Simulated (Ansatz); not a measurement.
# MgSi: equation of state with LDA

Crystal: MgSi.

```
Si Mg
1.0
     1.50251   -5.42602    0.00000
     1.50251    5.42602    0.00000
     0.00000    0.00000    4.34018
Si Mg
2 2
Direct
  0.57064 0.42936 0.75000
  0.42936 0.57064 0.25000
  0.16838 0.83162 0.25000
  0.83162 0.16838 0.75000
```

The cell comes from a database or a generator and needn't be the stable form of this composition.

```json
{
 "Program": "Ansatz 0.2.0",
 "Task": "equation of state",
 "Functional": "LDA",
 "Potentials or basis": "Ansatz PAW",
 "Cutoff": "420 eV",
 "Density cutoff": "1680 eV",
 "k mesh": "9 × 9 × 6",
 "Occupations": "fermi-dirac, width 0.05 eV",
 "Spin": "no spin polarisation"
}
```

| Item | Value |
| --- | --- |
| Equilibrium volume | 16.81 Å³/atom |
| Bulk modulus at fixed shape and positions | 67 GPa |
| Pressure derivative of the bulk modulus | 4.1 |

Energy against volume, from the lowest point:
| volume (Å³/atom) | energy (meV/atom) |
| --- | --- |
| 16.630 | 0.02 |
| 16.984 | 0.00 |
| 17.338 | 2.94 |
| 17.692 | 8.52 |
| 18.046 | 16.47 |
| 18.400 | 26.54 |
| 18.754 | 38.54 |

All runs of the series together: 46 s on 2 threads of Intel(R) Xeon(R) Processor @ 2.50GHz (Skylake/Cascade Lake) (shared host).

Caveat: the cell was scaled at fixed shape and fractional positions, which overstates the stiffness of a crystal with free parameters, most of all of layers and chains.
